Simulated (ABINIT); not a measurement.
The system is TiAl3.

```
CELL_PARAMETERS angstrom
-1.91111 1.91111 4.28067
1.91111 -1.91111 4.28067
1.91111 1.91111 -4.28067
ATOMIC_POSITIONS crystal
Ti 0.00000 0.00000 0.00000
Al 0.25000 0.75000 0.50000
Al 0.75000 0.25000 0.50000
Al 0.50000 0.50000 0.00000
```

The cell comes from a database or a generator and needn't be the stable form of this composition.

* Program: ABINIT 10.8.3 (patched build)
* Task: relaxation of cell and atoms
* Functional: LDA
* Potentials or basis: JTH PAW PBE v2.0
* Cutoff: 490 eV
* k mesh: 6 × 6 × 6
* Occupations: fermi-dirac, width 0.05 eV
* Spin: no spin polarisation

At the start: pressure -2.7 GPa; volume 15.63 Å³/atom.

Problem. Where does the relaxation end?

Solution. Over 6 steps the energy falls by 3.2 meV/atom and the volume is 15.27 Å³/atom (-2.4 %); space group I4/mmm (No. 139, to 0.05 Å).

The path:
```csv
step,energy change (eV),largest force (eV/Å),pressure (GPa),volume (Å³)
1,0.0000,0.0000,-2.65,62.54
2,-0.0071,0.0000,-1.78,62.03
3,-0.0128,0.0000,0.07,61.02
4,-0.0128,0.0000,0.01,61.05
5,-0.0128,0.0000,-0.01,61.06
6,-0.0128,0.0000,-0.01,61.07
```

Final structure:
```yaml
crystal:
  lattice:
    - [-1.89408, 1.89408, 4.25537]
    - [1.89408, -1.89408, 4.25537]
    - [1.89408, 1.89408, -4.25537]
  atoms:
    - { symbol: Ti, position: [0.00000, 0.00000, 0.00000] }
    - { symbol: Al, position: [0.25000, 0.75000, 0.50000] }
    - { symbol: Al, position: [0.75000, 0.25000, 0.50000] }
    - { symbol: Al, position: [0.50000, 0.50000, 0.00000] }
```

Caveat: the k mesh is coarse (spacing up to 0.39 Å⁻¹), so the values aren't converged; the PAW data sets were made with another functional, which shifts forces and pressure a little.
